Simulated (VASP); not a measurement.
# ZnS (F-43m) in VASP: settings compared

One crystal, ZnS, is run at these levels: TB-mBJ, SCAN+D3, PBEsol; tasks: band structure, Berry-phase polarisation.

Program: VASP 6.6.1. These are calculated values, not measurements. Logs are shortened: lines on timing, memory, paths and dates and some standing lists are left out, and cuts for length are marked.

**Experimental background.**

From “Electronic, vibrational, and thermodynamic properties of ZnS (zincblende and rocksalt structure)”, 2009, arxiv:0911.5022, for a bulk crystal of ZnS at 19 K: band gap 3.85 eV (direct).

How close the calculation comes is told below.

## 1. The crystal as given

It takes space group F-43m (No. 216, cubic). Conventional cell: a = 5.404 Å, b = 5.404 Å, c = 5.404 Å, α = 90.00°, β = 90.00°, γ = 90.00°. Zn (site symmetry -43m) has 4 S at 2.34 Å as nearest neighbours. S (site symmetry -43m) has 4 Zn at 2.34 Å as nearest neighbours.

## 2. Band structure, TB-mBJ

POSCAR reads:

```
ZnS
1.0
    0.0000000000      2.7020000000      2.7020000000
    2.7020000000      0.0000000000      2.7020000000
    2.7020000000      2.7020000000      0.0000000000
Zn S
1 1
Direct
    0.7500000000      0.7500000000      0.7500000000
    0.0000000000      0.0000000000      0.0000000000
```

INCAR.step1 reads:

```
ALGO = Normal
EDIFF = 1E-5
ENCUT = 520
GGA = PE
ISIF = 2
ISMEAR = 0
LASPH = True
LCHARG = False
LREAL = False
LWAVE = True
NELM = 80
PREC = Accurate
SIGMA = 0.02
```

INCAR.step2 reads:

```
ALGO = Normal
EDIFF = 1E-6
ENCUT = 520
ISIF = 2
ISMEAR = 0
ISTART = 1
LASPH = True
LCHARG = False
LREAL = False
LWAVE = False
METAGGA = MBJ
NELM = 80
PREC = Accurate
SIGMA = 0.02
```

KPOINTS reads:

```
k-points
0
Gamma
  10 10 10
```

KPOINTS_OPT reads:

```
path GXWKGLUWLK,UX
10
line-mode
reciprocal
 0.0000000000  0.0000000000  0.0000000000  G
 0.5000000000  0.0000000000  0.5000000000  X

 0.5000000000  0.0000000000  0.5000000000  X
 0.5000000000  0.2500000000  0.7500000000  W

 0.5000000000  0.2500000000  0.7500000000  W
 0.3750000000  0.3750000000  0.7500000000  K

 0.3750000000  0.3750000000  0.7500000000  K
 0.0000000000  0.0000000000  0.0000000000  G

 0.0000000000  0.0000000000  0.0000000000  G
 0.5000000000  0.5000000000  0.5000000000  L

 0.5000000000  0.5000000000  0.5000000000  L
 0.6250000000  0.2500000000  0.6250000000  U

 0.6250000000  0.2500000000  0.6250000000  U
 0.5000000000  0.2500000000  0.7500000000  W

 0.5000000000  0.2500000000  0.7500000000  W
 0.5000000000  0.5000000000  0.5000000000  L

 0.5000000000  0.5000000000  0.5000000000  L
 0.3750000000  0.3750000000  0.7500000000  K

 0.6250000000  0.2500000000  0.6250000000  U
 0.5000000000  0.0000000000  0.5000000000  X
```

Potentials or basis: VASP PAW PBE potentials, release 64 (Zn, S).

Command:

```sh
$ cat potpaw_PBE.64/Zn/POTCAR potpaw_PBE.64/S/POTCAR > POTCAR
$ cp INCAR.step1 INCAR
$ mpirun -np 1 vasp_std > vasp.out
$ cp INCAR.step2 INCAR
$ mpirun -np 1 vasp_std > vasp.out
```

OUTCAR:

```text
EDIFF = 1E-6
   ENCUT = 520
   ISIF = 2
   ISMEAR = 0
   ISTART = 1
   LASPH = True
   LREAL = False
   METAGGA = MBJ
   NELM = 80
   PREC = Accurate

 ion  position               nearest neighbor table
   1  0.750  0.750  0.750-   2 2.34   2 2.34   2 2.34   2 2.34
   2  0.000  0.000  0.000-   1 2.34   1 2.34   1 2.34   1 2.34

  LATTYP: Found a face centered cubic cell.
 ALAT       =     5.4040000000

  Lattice vectors:

 A1 = (   0.0000000000,   2.7020000000,   2.7020000000)
 A2 = (   2.7020000000,   0.0000000000,   2.7020000000)
 A3 = (   2.7020000000,   2.7020000000,   0.0000000000)

Analysis of symmetry for initial positions (statically):
=====================================================================
 Subroutine PRICEL returns:
 Original cell was already a primitive cell.

 Routine SETGRP: Setting up the symmetry group for a
 face centered cubic supercell.

 Subroutine GETGRP returns: Found 24 space group operations
 (whereof 24 operations were pure point group operations)
 out of a pool of 48 trial point group operations.

The static configuration has the point symmetry T_d .

Analysis of symmetry for dynamics (positions and initial velocities):
=====================================================================
 Subroutine PRICEL returns:
 Original cell was already a primitive cell.

 Routine SETGRP: Setting up the symmetry group for a
 face centered cubic supercell.

 Subroutine GETGRP returns: Found 24 space group operations
 (whereof 24 operations were pure point group operations)
 out of a pool of 48 trial point group operations.

The dynamic configuration has the point symmetry T_d .

 Subroutine INISYM returns: Found 24 space group operations
 (whereof 24 operations are pure point group operations),
 and found     1 'primitive' translations

----------------------------------------------------------------------------------------

                                     Primitive cell

  volume of cell :      39.4535

  direct lattice vectors                    reciprocal lattice vectors
     0.000000000  2.702000000  2.702000000    -0.185048113  0.185048113  0.185048113
     2.702000000  0.000000000  2.702000000     0.185048113 -0.185048113  0.185048113
     2.702000000  2.702000000  0.000000000     0.185048113  0.185048113 -0.185048113

  length of vectors
     3.821205046  3.821205046  3.821205046     0.320512733  0.320512733  0.320512733

  position of ions in fractional coordinates (direct lattice)
     0.750000000  0.750000000  0.750000000
     0.000000000  0.000000000  0.000000000

  ion indices of the primitive-cell ions
   primitive index   ion index
                 1           1
                 2           2

----------------------------------------------------------------------------------------

 KPOINTS: k-points

Automatic generation of k-mesh.
 Grid dimensions read from file:
 generate k-points for:   10   10   10

 Generating k-lattice:

  Cartesian coordinates                     Fractional coordinates (reciprocal lattice)
    -0.018504811  0.018504811  0.018504811     0.100000000  0.000000000  0.000000000
     0.018504811 -0.018504811  0.018504811     0.000000000  0.100000000  0.000000000
     0.018504811  0.018504811 -0.018504811     0.000000000  0.000000000  0.100000000

  Length of vectors
     0.032051273  0.032051273  0.032051273

  Shift w.r.t. Gamma in fractional coordinates (k-lattice)
     0.000000000  0.000000000  0.000000000

 Subroutine IBZKPT returns following result:
 ===========================================

 Found     47 irreducible k-points:

 Following reciprocal coordinates:
            Coordinates               Weight
  0.000000  0.000000  0.000000      1.000000
  0.100000  0.000000  0.000000      8.000000
  0.200000  0.000000  0.000000      8.000000
  0.300000  0.000000  0.000000      8.000000
  0.400000  0.000000  0.000000      8.000000
  0.500000  0.000000  0.000000      4.000000
[... 16 lines left out ...]
  0.300000  0.300000  0.000000      6.000000
  0.400000  0.300000  0.000000     24.000000
 [... further k-points ...]
   k-points           NKPTS =     47   k-points in BZ     NKDIM =     47   number of bands    NBANDS=     13
   number of dos      NEDOS =    301   number of ions     NIONS =      2
   total plane-waves  NPLWV =  21952
   dimension x,y,z NGX =    28 NGY =   28 NGZ =   28
   dimension x,y,z NGXF=    56 NGYF=   56 NGZF=   56
   ions per type =               1   1
   NGX,Y,Z   is equivalent  to a cutoff of  12.18, 12.18, 12.18 a.u.
   NGXF,Y,Z  is equivalent  to a cutoff of  24.36, 24.36, 24.36 a.u.
 SYSTEM =  unknown system
   PREC   = accura    normal or accurate (medium, high low for compatibility)
   ISTART =      1    job   : 0-new  1-cont  2-samecut
   ICHARG =      0    charge: 1-file 2-atom 10-const
   ISPIN  =      1    spin polarized calculation?
   LNONCOLLINEAR =      F non collinear calculations
   LSORBIT =      F    spin-orbit coupling
   LASPH  =      T    aspherical Exc in radial PAW
   ENCUT  =  520.0 eV  38.22 Ry    6.18 a.u.   7.10  7.10  7.10*2*pi/ulx,y,z
   NELM   =     80;   NELMIN=  2; NELMDL=  0     # of ELM steps
   EDIFF  = 0.1E-05   stopping-criterion for ELM
   LREAL  =      F    real-space projection
   EDIFFG = 0.1E-04   stopping-criterion for IOM
   NSW    =      0    number of steps for IOM
   IBRION =     -1    ionic relax: 0-MD 1-quasi-New 2-CG
   NFREE  =      0    steps in history (QN), initial steepest desc. (CG)
   ISIF   =      2    stress and relaxation
   ISYM   =      2    0-nonsym 1-usesym 2-fastsym
   POTIM  = 0.5000    time-step for ionic-motion
   TEBEG  =    0.0;   TEEND  =   0.0 temperature during run
   PSTRESS=    0.0 pullay stress
   NELECT =      18.0000    total number of electrons
   NUPDOWN=      -1.0000    fix difference up-down
   EMIN   =  10.00;   EMAX   =-10.00  energy-range for DOS
   EFERMI =   0.00;   METHOD = LEGACY
   ISMEAR =     0;   SIGMA  =   0.02  broadening in eV -4-tet -1-fermi 0-gaus
   EFERMI_NEDOS =   21; number of points for ismear=-14 and -15
   IALGO  =     38    algorithm
   IMIX   =      4    mixing-type and parameters
     AMIX     =   0.40;   BMIX     =  1.00
     AMIX_MAG =   1.60;   BMIX_MAG =  1.00
  volume/ion in A,a.u.               =      19.73       133.12
  Fermi-wavevector in a.u.,A,eV,Ry     =   1.260290  2.381602 21.610537  1.588330
  Thomas-Fermi vector in A             =   2.393807
   LORBIT       =      0    0 simple, 1 ext, 2 COOP (PROOUT), +10 PAW based schemes
   METAGGA = MBJ    functional components
   LHFCALC =     F    Hartree Fock is set to
   AEXX    =    0.0000 exact exchange contribution
   IVDW    =     0    specifies the selected vdW correction
   LEPSILON=     F    determine dielectric tensor
   LRPA    =     F    only Hartree local field effects (RPA)
 non-spin polarized calculation
 Gauss-broadening in eV      SIGMA  =   0.02
  energy-cutoff  :      520.00
  volume of cell :       39.45
 maximum number of plane-waves:      1073
   NGX = 15   NGY = 15   NGZ = 15

 number of electron      18.0000000 magnetization

 Free energy of the ion-electron system (eV)
  ---------------------------------------------------
  ext. energy  EPLUGINS =         0.00000000
  ---------------------------------------------------
  free energy    TOTEN  =       131.38689152 eV

  energy without entropy =      131.38689152  energy(sigma->0) =      131.38689152

 E-fermi :   2.4575     XC(G=0):  -8.8841

 val. band max:        2.3216188134   @ k =   0.0000   0.0000   0.0000
 cond. band min:       6.0170090361   @ k =   0.0000   0.0000   0.0000
 fundamental gap:      3.6953902227
 Fermi energy:         2.4575145817

 k-point     1 :       0.0000    0.0000    0.0000
  band No.  band energies     occupation
      1     -10.7011      2.00000
      2      -3.5439      2.00000
      3      -3.5439      2.00000
      4      -3.5432      2.00000
      5      -2.9194      2.00000
      6      -2.9194      2.00000
      7       2.3212      2.00000
      8       2.3212      2.00000
      9       2.3216      2.00000
     10       6.0170      0.00000
     11       9.8928      0.00000
     12       9.8928      0.00000
     13       9.8981      0.00000

 k-point     2 :       0.1000    0.0000    0.0000
  band No.  band energies     occupation
      1     -10.6333      2.00000
      2      -3.5382      2.00000
      3      -3.5296      2.00000
      4      -3.5291      2.00000
      5      -2.9206      2.00000
      6      -2.9206      2.00000
      7       1.7321      2.00000
      8       2.2375      2.00000
      9       2.2380      2.00000
     10       6.4857      0.00000
     11       9.7940      0.00000
     12      10.0582      0.00000
     13      10.0629      0.00000

 k-point     3 :       0.2000    0.0000    0.0000
  band No.  band energies     occupation
      1     -10.4478      2.00000
      2      -3.5047      2.00000
      3      -3.4935      2.00000
      4      -3.4931      2.00000
      5      -2.9216      2.00000
      6      -2.9214      2.00000
      7       0.5381      2.00000
      8       2.0298      2.00000
      9       2.0306      2.00000
     10       7.1186      0.00000
     11       9.9786      0.00000
     12      10.3780      0.00000
     13      10.3824      0.00000
[... 305 lines left out ...]
 k-point    23 :       0.3000    0.3000    0.0000
  band No.  band energies     occupation
      1     -10.0315      2.00000
      2      -3.5300      2.00000
      3      -3.3389      2.00000
      4      -3.3384      2.00000
      5      -2.9545      2.00000
      6      -2.8729      2.00000
      7      -0.3460      2.00000
      8       0.9378      2.00000
      9       0.9385      2.00000
     10       7.6864      0.00000
     11       8.1371      0.00000
     12      12.3653      0.00000
     13      12.7452      0.00000

 k-point    24 :       0.4000    0.3000    0.0000
  band No.  band energies     occupation
      1      -9.8575      2.00000
      2      -3.4816      2.00000
      3      -3.2908      2.00000
      4      -3.2720      2.00000
      5      -2.9129      2.00000
      6      -2.8668      2.00000
      7      -0.9358      2.00000
      8       0.5679      2.00000
      9       0.7330      2.00000
     10       7.5727      0.00000
     11       8.2263      0.00000
     12      12.1828      0.00000
     13      13.1529      0.00000

 [... further k-points ...]

------------------------ aborting loop because EDIFF is reached ----------------------------------------

  FORCE on cell =-STRESS in cart. coord.  units (eV):
  Direction    XX          YY          ZZ          XY          YZ          ZX
  --------------------------------------------------------------------------------------
  -------------------------------------------------------------------------------------
  Total      -92.9112950    -92.9112950    -92.9112950      0.0000000     -0.0000000     -0.0000000
  in kB    -3773.0543937  -3773.0543937  -3773.0543937      0.0000000     -0.0000000     -0.0000000
  external PRESSURE =   -3773.0543937 kB  Pullay stress =       0.0000000 kB

 VOLUME and BASIS-vectors are now :
 -----------------------------------------------------------------------------
  energy-cutoff  :      520.00
  volume of cell :       39.45
      direct lattice vectors                 reciprocal lattice vectors
     0.000000000  2.702000000  2.702000000    -0.185048113  0.185048113  0.185048113
     2.702000000  0.000000000  2.702000000     0.185048113 -0.185048113  0.185048113
     2.702000000  2.702000000  0.000000000     0.185048113  0.185048113 -0.185048113

 POSITION                                       TOTAL-FORCE (eV/Angst)
 -----------------------------------------------------------------------------------
      4.05300      4.05300      4.05300         0.000000      0.000000      0.000000
      0.00000      0.00000      0.00000        -0.000000     -0.000000     -0.000000
 -----------------------------------------------------------------------------------
    total drift:                                0.000459      0.000459      0.000459

  FREE ENERGIE OF THE ION-ELECTRON SYSTEM (eV)
  ---------------------------------------------------
  free  energy   TOTEN  =       131.3868915246 eV

  energy  without entropy=      131.3868915246  energy(sigma->0) =      131.38689152
```

Run time: 64 s. Hardware: 1 thread of Intel Xeon 6975P-C (Granite Rapids), shared host; peak memory 0.18 GiB.

Results:

```
Band gap on the k mesh  : 3.70 eV, direct
Band gap along the path : 3.70 eV, direct
```

Levels at the corners of the path, in eV from the valence-band top:
```
point  band 7  band 8  band 9  band 10  band 11  band 12
    Γ    0.00    0.00    0.00     3.70     7.57     7.57
    X   -4.00   -2.01   -2.01     4.57     5.30    12.19
    X   -4.00   -2.01   -2.01     4.57     5.30    12.19
    W   -4.03   -2.42   -2.42     6.63     7.26     9.09
    W   -4.03   -2.42   -2.42     6.63     7.26     9.09
    K   -4.07   -2.76   -1.62     5.32     7.06    10.35
    K   -4.07   -2.76   -1.62     5.32     7.06    10.35
    Γ    0.00    0.00    0.00     3.70     7.57     7.57
    Γ    0.00    0.00    0.00     3.70     7.57     7.57
    L   -4.77   -0.78   -0.78     4.73     7.96     7.96
    L   -4.77   -0.78   -0.78     4.73     7.96     7.96
    U   -4.07   -2.76   -1.62     5.32     7.06    10.35
    U   -4.07   -2.76   -1.62     5.32     7.06    10.35
    W   -4.03   -2.42   -2.42     6.63     7.26     9.09
    W   -4.03   -2.42   -2.42     6.63     7.26     9.09
    L   -4.77   -0.78   -0.78     4.73     7.96     7.96
    L   -4.77   -0.78   -0.78     4.73     7.96     7.96
    K   -4.07   -2.76   -1.62     5.32     7.06    10.35
    U   -4.07   -2.76   -1.62     5.32     7.06    10.35
    X   -4.00   -2.01   -2.01     4.57     5.30    12.19
```

Caveat: the PAW data sets were made with another functional, which shifts forces and pressure a little.

(Part 1 of 2 ends here.)
